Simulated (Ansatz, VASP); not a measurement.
One calculation of SnTe, two programs

The input INCAR:

```
  ALGO = Normal
  EDIFF = 1E-6
  ENCUT = 520
  GGA = VW
  ISIF = 2
  ISMEAR = -1
  LASPH = T
  LCHARG = F
  LREAL = F
  LWAVE = F
  NBANDS = 17
  NELM = 80
  PREC = Accurate
  SIGMA = 0.05
```

File KPOINTS:

```
k-points
0
Gamma
  7 7 7
```

Contents of POSCAR:

```
SnTe
1.0
    0.0000000000      3.1717171644      3.1717171644
    3.1717171644      0.0000000000      3.1717171644
    3.1717171644      3.1717171644      0.0000000000
Te Sn
1 1
Direct
    0.5000000000      0.5000000000      0.5000000000
    0.0000000000      0.0000000000      0.0000000000
```

The input input.yaml:

```yaml
crystal:
  lattice:
    - [0.0, 3.1717171644, 3.1717171644]
    - [3.1717171644, 0.0, 3.1717171644]
    - [3.1717171644, 3.1717171644, 0.0]
  atoms:
    - { symbol: Te, position: [0.5, 0.5, 0.5] }
    - { symbol: Sn, position: [0.0, 0.0, 0.0] }
hamiltonian:
  xc: { exchange: slater, correlation: vwn5 }
  pseudopotentials: { kind: paw }
kpoints:
  mp_grid: { grid: [7, 7, 7] }
scf:
  occupations: { method: fermi_dirac, width: 0.05 }
output:
  forces: true
  stress: true
  eigenvalues: true
```

Alike in both runs: task single point; functional SVWN5; k mesh 7 × 7 × 7; occupations fermi-dirac, width 0.05 eV; no spin polarisation.

```csv
,VASP,Ansatz
version,VASP 6.6.1,Ansatz 0.2.0
potentials or method,"VASP PAW PBE potentials, release 64 (Te, Sn_d)",Ansatz PAW
plane-wave cutoff (eV),520,420
valence electrons in the cell,20,30
```

```csv
,VASP,Ansatz,Ansatz less VASP
gap on the k mesh at the Fermi level (eV),0.66,0.66,+0.001
least direct gap on the mesh (eV),0.66,0.66,+0.001
pressure (GPa),-2.4,-2.4,-0.01
```

The two sets of potentials don't hold the same shells in valence.

Caveats: the PAW data sets were made with another functional, which shifts forces and pressure a little (VASP); the PAW data sets come from PBE, with cores solved anew for the run's functional, which leaves a small shift of forces and pressure (Ansatz). Spin-orbit coupling is left out, which matters for the levels of Te.
